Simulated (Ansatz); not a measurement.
```yaml
crystal:
  lattice:
    - [0.00000, 2.57631, 2.57631]
    - [2.57631, 0.00000, 2.57631]
    - [2.57631, 2.57631, 0.00000]
  atoms:
    - { symbol: K, position: [0.00000, 0.00000, 0.00000] }
    - { symbol: F, position: [0.50000, 0.50000, 0.50000] }
```

PBE in Ansatz, hard PAW set made for 700 eV, wave cutoff 700 eV, 4×4×4 mesh, fixed fractional positions. The pressure is 6.4 GPa and the gap on the mesh 6.79 eV.

Question: The cell is scaled evenly to 1.128 times its volume. What pressure and gap follow, and what mean bulk modulus do the two pressures imply?

Answer: 1.0 GPa, gap 6.12 eV; B = −ΔP/Δln V ≈ 45 GPa over this range.

The cell is a model at fixed atoms and needn't be the relaxed known crystal. The mesh is coarse, so these values aren't converged.
